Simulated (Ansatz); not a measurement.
input.yaml

```yaml
crystal:
  lattice:
    - [0.0, 1.964776, 1.964776]
    - [1.964776, 0.0, 1.964776]
    - [1.964776, 1.964776, 0.0]
  atoms:
    - { symbol: Zn, position: [0.0, 0.0, 0.0] }
basis:
  ecutwfc: 420
kpoints:
  mp_grid: { grid: [18, 18, 18] }
hamiltonian:
  xc: pbe
scf:
  occupations: { method: gaussian, width: 0.1 }
output:
  forces: true
  stress: true
  eigenvalues: true
  populations: true
  write_density: true
  write_potential: true
  elf: true
  volumetric_format: npy
```

Run as
```bash
ansatz run input.yaml --threads 1 --pin off --max-ram 2560MiB --backend cpu --events-out ev --progress --plain --runs-dir out
```

Computed with DFT PBE, scalar-relativistic, plane waves, PAW (Ansatz).

From the run's log, abridged:

```
Pseudopotentials: kind: paw
Pseudopotential: Zn, paw, valence charge 12, recommended cutoff 420 eV (normal)
Functional definition: PBE
Crystal: 1 atom, lattice volume = 15.169 Å³
Basis set: ecut = 420 eV, 307 PW (Γ), exchange–correlation on 40×40×40 points (8 copies of the dense FFT grid, shifted against one another)
Bands: 10, of which v1, the nominal top of the filled ones, is band 6 counted from 1 (5 counted from 0)
Symmetry: 48 space group operations
Space group: Fm-3m (ITA 225), of the structure as read, at distance tolerance 2.5e-5 Å
k-points: 195 of 5832
Initial density: superposition of atomic densities (neutral atoms: chi_scale 0, normalization atom), corrected by the library's trained network
Initial wavefunctions: pseudopotential atomic-orbital guess
Functional: x = pbe(κ = 0.804, μ = 0.21951497), c = pbe(β = 0.06672455)
SCF iter   1: F=—  HF=-3319.007493 eV  |F-HF|=—  |Δ(HF+E_count)|=         —  Δρ=2.02e-3  dr2=4.30e-4  ethr=1.77e-3  ⟨swp⟩=4.8  Hψ=12419  notcnv=0
SCF iter   2: F=—  HF=-3319.007411 eV  |F-HF|=—  |Δ(HF+E_count)|=   8.23e-5  Δρ=2.35e-3  dr2=3.98e-4  ethr=3.58e-6  ⟨swp⟩=2.0  Hψ=4678  notcnv=0
SCF iter   3: F=—  HF=-3319.007231 eV  |F-HF|=—  |Δ(HF+E_count)|=   1.80e-4  Δρ=6.61e-4  dr2=2.35e-5  ethr=3.32e-6  ⟨swp⟩=2.0  Hψ=2866  notcnv=0
SCF iter   4: F=—  HF=-3319.007236 eV  |F-HF|=—  |Δ(HF+E_count)|=   4.75e-6  Δρ=5.66e-5  dr2=2.80e-7  ethr=1.96e-7  ⟨swp⟩=2.0  Hψ=3020  notcnv=0
SCF iter   5: F=-3319.007236 eV  HF=-3319.007236 eV  |F-HF|=8.18e-8  |Δ(HF+E_count)|=   3.11e-7  Δρ=2.88e-5  dr2=7.49e-8  ethr=2.33e-9  ⟨swp⟩=2.9  Hψ=3116  notcnv=0
SCF iter   6: F=-3319.007236 eV  HF=-3319.007236 eV  |F-HF|=1.80e-8  |Δ(HF+E_count)|=   1.97e-8  Δρ=1.36e-5  dr2=1.59e-8  ethr=6.25e-10  ⟨swp⟩=5.3  Hψ=10336  notcnv=0
SCF 1 converged in 6 iterations: F = -3319.007236 eV  dr2 = 1.59e-8
SCF converged after 6 iterations
Free energy (F): -3319.007236 eV
Harris-Foulkes:  -3319.007236 eV  (|F-HF|=1.80e-8)
Internal energy: -3319.005976 eV  (E = F + TS)
E sigma→0 (E₀):  -3319.006606 eV
Entropy (-TS):   -0.001261 eV (-1.261 meV/atom)
Fermi energy:    10.975943 eV
--- Per-component energies (eV) ---
  E_band       = 49.735798
  E_kinetic    = 130.938758
  E_local      = -1529.374865  (includes V_loc(G=0)·N_el)
  E_nonlocal   = 610.703742
  E_hartree    = 640.979152
  E_xc         = -137.669420
  E_vxc        = -52.551759  (∫ρ·V_xc dr)
  E_paw        = -1824.911242  (= ΣΔE_a)
  E_vpaw       = -391.931524  (= ΣTr[D̂ρ^β])
  E_aug_tail   = -0.000370  (compensation charges beyond the density's cutoff)
  E_ewald      = -1209.671730
  E_smearing   = -0.001261  (= −TS)
--- Forces (eV/Å), atoms counted from 1 ---
  atom   1  Zn     0.00000000     0.00000000     0.00000000
--- Stress (GPa, compression-positive) ---
       -0.056459       0.000000       0.000000
        0.000000      -0.056459       0.000000
        0.000000       0.000000      -0.056459
  P = ⅓ Tr σ = -0.0565 GPa (-0.565 kbar)
--- Band table (eV; the first three rows and the last of 195) ---
  k-point 0: bands = ["0.6838", "3.4455", "3.4455", "3.4455", "3.8266", "3.8266", "29.2343", "29.2343", "29.2343", "29.5668"]
  k-point 1: bands = ["0.7770", "3.4377", "3.4563", "3.4563", "3.8234", "3.8234", "27.4616", "28.9170", "28.9170", "29.4500"]
  k-point 2: bands = ["1.0527", "3.4196", "3.4841", "3.4841", "3.8176", "3.8176", "24.7848", "28.3073", "28.3073", "29.3587"]
  k-point 194: bands = ["3.0883", "3.2414", "3.4590", "3.8602", "4.1833", "12.6736", "13.9464", "13.9938", "15.2727", "31.4855"]
--- Löwdin populations: 1 site ---
  site symbol q [e]
     0     Zn     11.4825
  spilling = 0.043129 (of n_electrons = 12.000000)
```

The calculation finished and met its thresholds.

It took 1.5 s on 1 thread of Intel(R) Xeon(R) 6975P-C (Granite Rapids), on a shared host, peak memory 0.37 GiB.